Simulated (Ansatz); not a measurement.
# WS₂: computed properties

The calculation used DFT PBE+D3(BJ), scalar-relativistic, plane waves, PAW in Ansatz.

Cutoff 420 eV; k points 12×12×2 on the computed 3-atom cell (Γ-centred); Gaussian smearing, width 0.02 eV; no spin polarisation.

The structure is relaxed at this level of theory with its symmetry kept. This form isn't the usual stable structure of the compound.

```cif
data_structure
_symmetry_space_group_name_H-M 'P-6m2'
_symmetry_Int_Tables_number 187
_cell_length_a 3.1597
_cell_length_b 3.1597
_cell_length_c 16.9395
_cell_angle_alpha 90.000
_cell_angle_beta 90.000
_cell_angle_gamma 120.000
_cell_volume 146.46
loop_
_atom_site_label
_atom_site_type_symbol
_atom_site_symmetry_multiplicity
_atom_site_Wyckoff_symbol
_atom_site_fract_x
_atom_site_fract_y
_atom_site_fract_z
_atom_site_occupancy
W1 W 1 c 0.33333 0.66667 0.00000 1
S1 S 2 i 0.66667 0.33333 0.90696 1
```

**Question.** Kohn–Sham band gap?

**Answer.** 1.92 eV, direct at K.

**Question.** Löwdin character of the top 1 eV of the valence band?

**Answer.** W 5d 65 %, S 3p 30 %.

**Question.** Löwdin character of the lowest 1 eV of the conduction band?

**Answer.** W 5d 60 %, S 3p 33 %, unprojected 4 %.

**Question.** Electron masses at the edge by Cartesian direction of the standard setting (m_e; degenerate bands sorted by energy; no spin-orbit coupling)?

**Answer.** x: 0.31; y: 0.31; z: over 30.

**Question.** Hole masses at the edge by Cartesian direction of the standard setting (m_e; degenerate bands sorted by energy; no spin-orbit coupling)?

**Answer.** x: 0.41; y: 0.41; z: over 30.

**Question.** Electronic dielectric constant xx, yy, zz of the standard setting (independent particles)?

**Answer.** 5.8, 5.8, 3.6.

**Question.** Bader charges (e)?

**Answer.** W (1 in the cell) 1.37, S (2 in the cell) -0.69.

Spin-orbit coupling is left out, which matters for the bands of heavy elements.